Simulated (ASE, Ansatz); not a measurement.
# Forces and charges in generalised stacking fault on (111) (glide set) of a GaP-AlP solid solution (72 atoms)

What does DFT give for generalised stacking fault on (111) (glide set) of a GaP-AlP solid solution (72 atoms) as built?

Method: Kohn-Sham DFT, LDA, PAW (set soft_2), plane waves, in Ansatz 0.2.0.

### 1. The structure

The cell holds 72 atoms: 18 Al, 36 P and 18 Ga. Its edges and angles: a = 6.683 Å, b = 11.576 Å, c = 19.233 Å, α = 90.0°, β = 83.3°, γ = 90.0°. It derives from GaP and AlP. Zinc-blende GaP lattice (a = 5.4569 Å, the value set for the mixture), cell with z along [111], 1 x 3 x 2 periods; the third cell vector is tilted by 0.333 of 1/2[11-2] and lengthened by 0.2 Å, so the cell holds one fault (glide set); displaced by a Gaussian of 0.01 Å; 18 of 36 Ga sites given to Al at random (lattice constant by Vegard's rule between GaP and AlP).

What the set-up can't give: The host structure and its lattice constant were typed by rule, without a check against the phase diagram.

### 2. Plane-wave single point

The electrons are solved once, with the atoms held.

Contents of input.yaml:

```yaml
crystal:
  lattice:
    - [6.68331, 0.0, 0.0]
    - [0.0, 11.57583, 0.0]
    - [2.22775, 0.0, 19.10326]
  atoms:
    - { symbol: Al, position: [0.49317, 0.16469, 0.0197] }
    - { symbol: P, position: [0.45532, 0.16679, 0.14378] }
    - { symbol: Ga, position: [0.77007, 0.16707, 0.18567] }
    - { symbol: P, position: [0.73287, 0.16841, 0.30947] }
    - { symbol: Ga, position: [0.99423, 0.00086, 0.0202] }
    - { symbol: P, position: [0.94768, 0.99994, 0.14529] }
    - { symbol: Al, position: [0.27244, 0.00026, 0.18533] }
    - { symbol: P, position: [0.22949, 0.99992, 0.30897] }
    - { symbol: Ga, position: [0.54811, 0.00057, 0.35109] }
    - { symbol: P, position: [0.50834, 0.99819, 0.47508] }
    - { symbol: Al, position: [0.49252, 0.50025, 0.01993] }
    - { symbol: P, position: [0.45179, 0.50019, 0.14412] }
    - { symbol: Ga, position: [0.76968, 0.49929, 0.18554] }
    - { symbol: P, position: [0.73057, 0.49907, 0.30821] }
    - { symbol: Al, position: [0.99428, 0.33292, 0.0212] }
    - { symbol: P, position: [0.95057, 0.3325, 0.14419] }
    - { symbol: Ga, position: [0.27123, 0.33346, 0.18511] }
    - { symbol: P, position: [0.23075, 0.33304, 0.30974] }
    - { symbol: Al, position: [0.54985, 0.33354, 0.34983] }
    - { symbol: P, position: [0.51169, 0.33383, 0.47335] }
    - { symbol: Ga, position: [0.05087, 0.16518, 0.34972] }
    - { symbol: P, position: [0.00898, 0.16589, 0.47316] }
    - { symbol: Ga, position: [0.32604, 0.16698, 0.51505] }
    - { symbol: P, position: [0.28601, 0.16713, 0.63881] }
    - { symbol: Al, position: [0.60833, 0.16577, 0.67972] }
    - { symbol: P, position: [0.56343, 0.16812, 0.80432] }
    - { symbol: Ga, position: [0.82819, 0.99898, 0.51551] }
    - { symbol: P, position: [0.7859, 0.00038, 0.63795] }
    - { symbol: Al, position: [0.1071, 0.99979, 0.68001] }
    - { symbol: P, position: [0.06554, 0.99964, 0.80309] }
    - { symbol: Ga, position: [0.38611, 0.00029, 0.84556] }
    - { symbol: P, position: [0.34412, 0.99913, 0.9693] }
    - { symbol: Ga, position: [0.4929, 0.83227, 0.02075] }
    - { symbol: P, position: [0.45171, 0.83227, 0.14452] }
    - { symbol: Al, position: [0.77272, 0.834, 0.18553] }
    - { symbol: P, position: [0.72936, 0.83366, 0.3098] }
    - { symbol: Ga, position: [0.99302, 0.66708, 0.0211] }
    - { symbol: P, position: [0.95231, 0.66769, 0.14438] }
    - { symbol: Al, position: [0.26913, 0.66656, 0.18487] }
    - { symbol: P, position: [0.23103, 0.66552, 0.30996] }
    - { symbol: Al, position: [0.55401, 0.66677, 0.35088] }
    - { symbol: P, position: [0.50892, 0.66695, 0.47434] }
    - { symbol: Ga, position: [0.05175, 0.4993, 0.34953] }
    - { symbol: P, position: [0.00871, 0.49988, 0.47545] }
    - { symbol: Al, position: [0.32687, 0.49997, 0.51595] }
    - { symbol: P, position: [0.28697, 0.50024, 0.63909] }
    - { symbol: Al, position: [0.60592, 0.49908, 0.68094] }
    - { symbol: P, position: [0.56451, 0.50033, 0.80384] }
    - { symbol: Al, position: [0.82826, 0.33394, 0.51502] }
    - { symbol: P, position: [0.78763, 0.3328, 0.63998] }
    - { symbol: Al, position: [0.10708, 0.33503, 0.67968] }
    - { symbol: P, position: [0.06645, 0.33295, 0.80581] }
    - { symbol: Ga, position: [0.3838, 0.3315, 0.84581] }
    - { symbol: P, position: [0.34671, 0.33201, 0.96894] }
    - { symbol: Al, position: [0.8834, 0.16751, 0.84539] }
    - { symbol: P, position: [0.84301, 0.16751, 0.96848] }
    - { symbol: Al, position: [0.0467, 0.83139, 0.35079] }
    - { symbol: P, position: [0.00847, 0.83433, 0.47359] }
    - { symbol: Al, position: [0.326, 0.83207, 0.51549] }
    - { symbol: P, position: [0.28532, 0.83381, 0.63928] }
    - { symbol: Ga, position: [0.60452, 0.83262, 0.68084] }
    - { symbol: P, position: [0.56341, 0.83534, 0.80375] }
    - { symbol: Ga, position: [0.8253, 0.66741, 0.51579] }
    - { symbol: P, position: [0.78775, 0.66631, 0.6391] }
    - { symbol: Ga, position: [0.10857, 0.66597, 0.67865] }
    - { symbol: P, position: [0.06341, 0.66618, 0.8038] }
    - { symbol: Ga, position: [0.38578, 0.66634, 0.84504] }
    - { symbol: P, position: [0.34476, 0.66693, 0.96825] }
    - { symbol: Ga, position: [0.88598, 0.50025, 0.84606] }
    - { symbol: P, position: [0.84223, 0.49922, 0.97104] }
    - { symbol: Al, position: [0.88812, 0.83486, 0.84413] }
    - { symbol: P, position: [0.84311, 0.83301, 0.96964] }
kpoints:
  mp_grid: { grid: [2, 1, 1] }
hamiltonian:
  xc: lda
scf:
  occupations: { method: fermi_dirac, width: 0.05 }
output:
  forces: true
  stress: true
  populations: intrinsic
  dos:
    method: { smearing: { sigma: 0.08 } }
    de: 0.1
    projected: { site_lists: { Al: [Al], Ga: [Ga], P: [P] } }
  eigenvalues: true
  write_density: true
  write_potential: true
  volumetric_format: npy
```

Launch:

```sh
ansatz run input.yaml --threads 8 --pin off --max-ram 15872MiB --backend cpu --events-out ev --progress --plain --runs-dir out
```

Log:

```text
Engine: ansatz 0.2.0, aarch64-unknown-linux-gnu
Pseudopotentials: kind: paw
Pseudopotential: Al, paw, valence charge 3, recommended cutoff 420 eV (normal), Al.paw.azcp
Pseudopotential: P, paw, valence charge 5, recommended cutoff 420 eV (normal), P.paw.azcp
Pseudopotential: Ga, paw, valence charge 13, recommended cutoff 420 eV (normal), Ga.paw.azcp
[... 3 lines on functional and potentials left out ...]
Crystal: 72 atoms, lattice volume = 1477.921 Å³
Basis set: ecut = 420 eV, 28905 PW (Γ)
Bands: 306, of which v1, the nominal top of the filled ones, is band 234 counted from 1 (233 counted from 0)
Symmetry: 1 space group operations
Space group: P1 (ITA 1), of the structure as read, at distance tolerance 1.1e-4 Å
k-points: 2
[... 10 lines on functional and potentials left out ...]
Initial density: superposition of atomic densities (neutral atoms: chi_scale 0, normalization atom), corrected by the library's trained network
Initial wavefunctions: pseudopotential atomic-orbital guess
Functional: x = slater, c = lda
SCF iter   1: F=—  HF=-102124.156367 eV  |F-HF|=—  |Δ(HF+E_count)|=         —  Δρ=5.13e-3  dr2=4.19e-1  ethr=1.77e-3  ⟨swp⟩=8.0  Hψ=2901  notcnv=0  defer=49
preconditioner: auto → Resta (q_TF=auto, 2.252 Å⁻¹)  ε∞=4.0  [insulator: Δε(μ)=1.302 eV  Ē_g=12.074 eV  σ=0.050 eV  W_gap=1.00  n_scr=292 (ndim 8)  ℏωp=20.9 eV  f_vac=0.001  D(μ)=0.00/eV (n_scr^D=0)  ε∞_Penn≈4.0]
SCF iter   2: F=—  HF=-102124.023665 eV  |F-HF|=—  |Δ(HF+E_count)|=   1.33e-1  Δρ=2.81e-3  dr2=8.81e-2  ethr=8.96e-5  ⟨swp⟩=2.0  Hψ=886  notcnv=0  defer=83
SCF iter   3: F=—  HF=-102124.003927 eV  |F-HF|=—  |Δ(HF+E_count)|=   1.97e-2  Δρ=6.88e-4  dr2=1.79e-2  ethr=1.88e-5  ⟨swp⟩=2.0  Hψ=980  notcnv=0  defer=83
SCF iter   4: F=—  HF=-102123.999653 eV  |F-HF|=—  |Δ(HF+E_count)|=   4.27e-3  Δρ=2.15e-4  dr2=8.55e-4  ethr=3.83e-6  ⟨swp⟩=2.0  Hψ=980  notcnv=0  defer=83
SCF iter   5: F=—  HF=-102123.999526 eV  |F-HF|=—  |Δ(HF+E_count)|=   1.28e-4  Δρ=8.18e-5  dr2=9.94e-5  ethr=1.83e-7  ⟨swp⟩=2.5  Hψ=981  notcnv=0  defer=83
SCF iter   6: F=—  HF=-102123.999643 eV  |F-HF|=—  |Δ(HF+E_count)|=   1.17e-4  Δρ=2.28e-5  dr2=1.18e-5  ethr=2.12e-8  ⟨swp⟩=2.0  Hψ=1080  notcnv=0  defer=100
SCF iter   7: F=—  HF=-102123.999641 eV  |F-HF|=—  |Δ(HF+E_count)|=   1.94e-6  Δρ=8.75e-6  dr2=1.86e-6  ethr=2.51e-9  ⟨swp⟩=2.0  Hψ=981  notcnv=0  defer=100
SCF iter   8: F=—  HF=-102123.999641 eV  |F-HF|=—  |Δ(HF+E_count)|=   1.90e-7  Δρ=2.83e-6  dr2=1.82e-7  ethr=3.97e-10  ⟨swp⟩=2.5  Hψ=979  notcnv=0  defer=100
SCF iter   9: F=-102123.999640 eV  HF=-102123.999640 eV  |F-HF|=1.74e-8  |Δ(HF+E_count)|=   4.59e-8  Δρ=7.20e-7  dr2=2.60e-8  ethr=2.14e-11  ⟨swp⟩=20.5  Hψ=5476  notcnv=0
SCF 1 converged in 9 iterations: F = -102123.999640 eV  dr2 = 2.60e-8
  greatest PAW one-centre occupation: 0.995 electrons in one spin orbital (limit 2), on the Ga atom at site 36 (counted from 0), in its partial waves of l = 2
SCF converged after 9 iterations
Free energy (F): -102123.999640 eV
Harris-Foulkes:  -102123.999640 eV  (|F-HF|=1.74e-8)
Internal energy: -102123.999634 eV  (E = F + TS)
E sigma→0 (E₀):  -102123.999637 eV
Entropy (-TS):   -0.000007 eV (-0.000 meV/atom)
Fermi energy:    6.695304 eV
--- Per-component energies (eV) ---
  E_band       = -1283.615828
  E_kinetic    = 5047.516013
  E_local      = -48380.638615  (includes V_loc(G=0)·N_el)
  E_nonlocal   = 9156.276658
  E_hartree    = 22252.087233
  E_xc         = -4148.208205
  E_vxc        = -3773.012507  (∫ρ·V_xc dr)
  E_paw        = -61863.533024  (= ΣΔE_a)
  E_vpaw       = -7837.928000  (= ΣTr[D̂ρ^β])
  E_aug_tail   = -0.002094  (compensation charges beyond the density's cutoff)
  E_ewald      = -24223.837789
  E_core_change = 36.340189  (= ΣΔE_core)
  E_smearing   = -0.000007  (= −TS)
  E_closure    = 0.000000  (closes the sum)
  Σ components = -102123.999640   (vs F -102123.999640, Δ=0.00e0)
--- Forces (eV/Å), atoms counted from 1 ---
  atom   1  Al     0.10963720     0.11286113    -1.11048204
  atom   2  P     -0.26219433     0.07421718    -0.00941638
  atom   3  Ga     0.08589270    -0.05477175     0.15922578
  atom   4  P     -0.18289569    -0.35120612    -0.11069832
  atom   5  Ga    -0.09222543    -0.06307202    -0.97995103
  atom   6  P      0.29888986     0.24599405    -0.34978528
  atom   7  Al    -0.08967985     0.01209302    -0.06929483
  atom   8  P      0.07218506    -0.14272024     0.01342223
  atom   9  Ga     0.06249696     0.12799922     0.06033450
  atom  10  P     -0.02157818     0.29921602    -0.14759223
  atom  11  Al     0.01294251    -0.04453922    -1.12868691
  atom  12  P     -0.07156459    -0.08195295    -0.06090636
  atom  13  Ga     0.10118240     0.10094137    -0.10296538
  atom  14  P      0.13563531     0.14573165     0.11124487
[...]
atom  71  Al    -0.24444449    -0.19457498     0.30181230
  atom  72  P      0.01561844     0.07218648     1.00329932
  max |Σ_I F_I| component: 9.91e-5 eV/Å
--- Stress (GPa, compression-positive) ---
       -3.208979      -0.040479       0.117110
       -0.040479      -1.149074       0.029954
        0.117110       0.029954      -3.710469
  P = ⅓ Tr σ = -2.6895 GPa (-26.895 kbar)
--- Band table (eV) ---
  k-point 0: bands = ["-8.9312", "-8.9160", "-8.9035", "-8.8991", [... 290 levels ...], "10.3978", "10.4286", "10.4498", "10.4761", "10.5067", "10.5139", "10.5359", "10.6136", "10.7354", "10.7493", "10.7684", "10.7933"]
  k-point 1: bands = ["-8.9318", "-8.9195", "-8.9083", "-8.8964", [... 290 levels ...], "10.5215", "10.5535", "10.5882", "10.6078", "10.6126", "10.6292", "10.6505", "10.6703", "10.7173", "10.7201", "10.7970", "10.8181"]
--- intrinsic populations: 72 sites ---
  site symbol       q [e]
     0     Al      2.6601
     1      P      5.1714
     2     Ga     13.0070
[...]
71      P      5.1028
  spilling = -0.000000 (of n_electrons = 468.000000)
```

The job ended after 28 s (8 threads of Arm Neoverse V2, shared host; peak memory 4.4 GiB).

The run gave:

| Property | Result |
| --- | --- |
| free energy | -102123.9996 eV |
| free energy per atom | -1418.3889 eV/atom |
| SCF cycles | 9 |
| pressure | -2.69 GPa |
| r.m.s. force component | 0.307 eV/Å |
| longest force | 1.38 eV/Å |
| Fermi energy | 6.695 eV |
| gap (highest filled to lowest empty level) | 1.259 eV |

Length of the force by element:

| element | coordination | atoms | mean length of the force (eV/Å) | spread | least | most |
| --- | --- | --- | --- | --- | --- | --- |
| Al | all | 18 | 0.393 | 0.381 | 0.0954 | 1.38 |
| Ga | all | 18 | 0.369 | 0.345 | 0.142 | 1.23 |
| P | all | 36 | 0.410 | 0.347 | 0.0648 | 1.30 |

Intrinsic-atomic-orbital charges by element:

| element | coordination | atoms | mean charge (e) | spread | least | most |
| --- | --- | --- | --- | --- | --- | --- |
| Al | all | 18 | 0.352 | 0.0072 | 0.337 | 0.363 |
| Ga | all | 18 | -0.0091 | 0.0052 | -0.0172 | -3.0e-4 |
| P | all | 36 | -0.172 | 0.0782 | -0.357 | -0.0697 |

Charge against the make-up of the first shell:

| Al neighbours of P | atoms | mean charge (e) |
| --- | --- | --- |
| 1 | 12 | -0.081 |
| 2 | 13 | -0.17 |
| 3 | 10 | -0.264 |
| 4 | 1 | -0.357 |

States in the cell by windows of 0.5 eV, zero at the Fermi level; the larger projections on atomic orbitals stand beside the total:

| from (eV) | to (eV) | total | P p | Ga p | Al p | Ga s | Al s | P s |
| --- | --- | --- | --- | --- | --- | --- | --- | --- |
| -10 | -9.5 | 0.2 | 0.0 | 0.0 | 0.0 | 0.0 | 0.0 | 0.1 |
| -9.5 | -8 | 0.0 | 0.0 | 0.0 | 0.0 | 0.0 | 0.0 | 0.0 |
| -8 | -7.5 | 0.1 | 0.0 | 0.0 | 0.0 | 0.0 | 0.0 | 0.0 |
| -7.5 | -7 | 11.4 | 5.1 | 0.5 | 0.6 | 4.4 | 0.4 | 0.5 |
| -7 | -6.5 | 16.0 | 7.5 | 0.8 | 0.7 | 4.3 | 1.8 | 0.9 |
| -6.5 | -6 | 13.0 | 6.6 | 0.6 | 0.6 | 1.6 | 2.7 | 0.8 |
| -6 | -5.5 | 12.9 | 6.7 | 0.8 | 0.7 | 1.0 | 2.4 | 1.3 |
| -5.5 | -5 | 5.8 | 3.1 | 0.4 | 0.3 | 0.3 | 0.9 | 0.7 |
| -5 | -4.5 | 20.1 | 11.6 | 3.1 | 2.8 | 0.6 | 0.9 | 1.0 |
| -4.5 | -4 | 12.3 | 7.2 | 1.7 | 1.6 | 0.4 | 0.6 | 0.6 |
| -4 | -3.5 | 15.9 | 9.9 | 2.5 | 2.2 | 0.3 | 0.4 | 0.4 |
| -3.5 | -3 | 27.0 | 17.5 | 4.1 | 3.9 | 0.4 | 0.5 | 0.5 |
| -3 | -2.5 | 31.1 | 21.3 | 4.5 | 4.0 | 0.3 | 0.4 | 0.3 |
| -2.5 | -2 | 22.2 | 16.1 | 2.8 | 2.6 | 0.1 | 0.1 | 0.1 |
| -2 | -1.5 | 19.0 | 14.5 | 2.1 | 1.9 | 0.1 | 0.1 | 0.1 |
| -1.5 | -1 | 7.1 | 5.9 | 0.6 | 0.4 | 0.0 | 0.0 | 0.0 |
| -1 | -0.5 | 2.1 | 1.8 | 0.1 | 0.1 | 0.0 | 0.0 | 0.0 |
| -0.5 | 0 | 0.0 | 0.0 | 0.0 | 0.0 | 0.0 | 0.0 | 0.0 |
| 0 | 0.5 | 0.1 | 0.0 | 0.0 | 0.0 | 0.0 | 0.0 | 0.0 |
| 0.5 | 1 | 5.8 | 0.8 | 0.8 | 1.2 | 0.9 | 0.2 | 1.2 |
| 1 | 1.5 | 21.5 | 3.9 | 3.0 | 4.1 | 3.6 | 1.2 | 3.2 |
| 1.5 | 2 | 20.0 | 3.9 | 3.1 | 3.3 | 2.3 | 1.8 | 2.6 |
| 2 | 2.5 | 20.1 | 4.0 | 3.4 | 3.2 | 1.2 | 2.6 | 2.3 |
| 2.5 | 3 | 15.8 | 3.9 | 2.4 | 2.7 | 0.9 | 1.9 | 1.2 |

The curve was stored every 0.10 eV, coarse against its broadening of 0.08 eV, so these counts are rough.

Between -16 and -10 eV lie 252 more states.

The levels nearest the highest filled one (over half full), pooled over k-points and spins:

| level less the highest filled one (eV) | occupation |
| --- | --- |
| -0.589 | 2 |
| -0.527 | 2 |
| -0.502 | 2 |
| -0.408 | 2 |
| -0.0016 | 2 |
| 0 | 2 |
| 1.26 | 0 |
| 1.52 | 0 |
| 1.57 | 0 |
| 1.61 | 0 |
| 1.63 | 0 |
| 1.66 | 0 |

Valence density in the ca plane at fractional y = 0.000, with atoms of Ga and P and Al within 0.2 Å of it. It is the smooth field of the valence electrons, not physical close to the nuclei.

Ten steps, logarithmic in the rise over the least value, from '0' (0 e/Å³) to '9' (34 e/Å³), each cell a mean:
```
79621220021000000000000001121100111111001122
34311121121000000000000001465211122211000011
11100112221000000000000002698422211221000000
00000001110000000000000002598422210121000000
00000000000000000000000001244211211221000000
00000000000000000121100111221101122210000000
00000000000000001355211122211000011110000000
00000000000000001599521221221000000000000000
00000000000000001488522210121000000000000001
10000000000000001234211221121000000000000012
21000000000000011121100112211000000000000013
21000000000011122221000011110000000000000012
21000000000011221221000000000000000000000011
21000000000011220121000000000000000000000111
11000001110011221121000000000000000000011222
22100011111000112211000000000000000000112211
56311112221000011110000000000000000000112210
89721222221000000000000000000000001100111211
```
Columns run along c (16.0 Å, from fractional 0.00 to 0.83 of the cell), rows up along a (6.7 Å). Atoms in or near the plane, at fractional coordinates: Ga at (0.02, 0.99), P at (0.15, 0.95), Al at (0.19, 0.27), P at (0.31, 0.23), Ga at (0.35, 0.55), P at (0.48, 0.51), Ga at (0.52, 0.83), P at (0.64, 0.79), Al at (0.68, 0.11), P at (0.80, 0.07).

[end of part 1 of 2]

[Logs are printed without paths, hosts, clocks, repeated set-up lines and the standing remarks that a program may print on its own settings, such as how far it seeks lower states.]

[Hosts, paths, dates, database ids (printed as entryN), source tags and the programs' standing remarks are cut or masked in the printed files.]
